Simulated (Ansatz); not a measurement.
# Field gradients of MgB₂ from run to run

Cell of run 1: a COD entry, whose atoms a relaxation with PBE at fixed cell left in place.

```
CELL_PARAMETERS angstrom
3.08500 0.00000 0.00000
-1.54250 2.67169 0.00000
0.00000 0.00000 3.52300
ATOMIC_POSITIONS crystal
Mg 0.00000 0.00000 0.00000
B 0.33333 0.66667 0.50000
B 0.66667 0.33333 0.50000
```

Sites (sets of like atoms) are named by element and the number of their first atom in this list.

All runs are DFT with Ansatz 0.2.0 (plane waves and PAW, scalar-relativistic unless spin–orbit coupling is named, Γ-centred meshes, Fermi–Dirac smearing where given) in this cell.

Run 1: PBE, atoms relaxed; 420 eV, 17×17×13 k-points, smearing 0.05 eV.
Run 2: r2SCAN, at the relaxed atoms; 500 eV, 17×17×13 k-points, smearing 0.05 eV.
Run 3: LDA, at the relaxed atoms; 420 eV, 17×17×13 k-points, smearing 0.05 eV.

Problem. What does each run give, and what moves the gradients most?

Solution. 

```csv
run,Mg V_zz (η),B V_zz (η)
1,-0.29 (0.00),1.68 (0.00)
2,-0.29 (0.00),1.65 (0.00)
3,-0.27 (0.00),1.74 (0.00)
```

V_zz in 10²¹ V/m². Against run 1, the gradient tensors on these sites move by at most 0.04 in run 2 (B), 0.05 in run 3 (B).

In runs 1, 2, 3 there is no gap above 0.1 eV, so the gradients can move by 10 % or more with the k-mesh. The cell isn't the equilibrium one in run 3 (calculated pressure -8 GPa), and the entry's cell may itself be off.
